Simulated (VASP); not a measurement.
Crystal: Te2Mo.

```
CELL_PARAMETERS angstrom
3.51820 0.00000 0.00000
-1.75910 3.04685 0.00000
0.00000 0.00000 13.97360
ATOMIC_POSITIONS crystal
Te 0.66667 0.33333 0.37900
Te 0.33333 0.66667 0.87900
Te 0.66667 0.33333 0.12100
Te 0.33333 0.66667 0.62100
Mo 0.66667 0.33333 0.75000
Mo 0.33333 0.66667 0.25000
```

| Quantity | Value |
| --- | --- |
| Program | VASP 6.6.1 |
| Task | relaxation of cell and atoms |
| Functional | PBEsol |
| Dispersion | D3 |
| Potentials or basis | VASP PAW PBE potentials, release 64 (Te, Mo_sv) |
| Cutoff | 600 eV |
| k mesh | 9 × 9 × 2 |
| Occupations | fermi-dirac, width 0.05 eV |
| Spin | no spin polarisation |

At the start: pressure -2.8 GPa; volume 24.96 Å³/atom.

Problem. Where does the relaxation end?

Solution. Over 16 steps the energy falls by 10.6 meV/atom and the volume is 23.54 Å³/atom (-5.7 %); space group P6_3/mmc (No. 194, to 0.05 Å).

Step by step:
| step | energy change (eV) | largest force (eV/Å) | pressure (GPa) | volume (Å³) |
| --- | --- | --- | --- | --- |
| 1 | 0.0000 | 0.1131 | -2.79 | 149.79 |
| 2 | 0.0429 | 0.8912 | 4.57 | 140.57 |
| 3 | -0.0350 | 0.2667 | -0.07 | 145.99 |
| 4 | -0.0468 | 0.1343 | -0.10 | 144.88 |
| 5 | -0.0479 | 0.0790 | -0.10 | 144.41 |
| 6 | -0.0518 | 0.0789 | -0.01 | 143.85 |
| 7 | -0.0602 | 0.0795 | 0.27 | 142.17 |
| 8 | -0.0566 | 0.0625 | 1.03 | 138.82 |
| 9 | -0.0624 | 0.0838 | 0.56 | 140.94 |
| 10 | -0.0637 | 0.0337 | -0.16 | 141.33 |
| 11 | -0.0638 | 0.0074 | -0.01 | 141.24 |
| 12 | -0.0638 | 0.0090 | -0.02 | 141.25 |
| 13 | -0.0638 | 0.0214 | -0.08 | 141.29 |
| 14 | -0.0638 | 0.0111 | -0.02 | 141.26 |
| 15 | -0.0639 | 0.0074 | -0.02 | 141.25 |
| 16 | -0.0639 | 0.0015 | -0.03 | 141.25 |

Final structure:
```
Te Mo
1.0
     3.46601    0.00000    0.00000
    -1.73300    3.00165    0.00000
     0.00000    0.00000   13.57702
Te Mo
4 2
Direct
  0.66667 0.33333 0.38322
  0.33333 0.66667 0.88322
  0.66667 0.33333 0.11678
  0.33333 0.66667 0.61678
  0.66667 0.33333 0.75000
  0.33333 0.66667 0.25000
```

Caveat: the PAW data sets were made with another functional, which shifts forces and pressure a little.
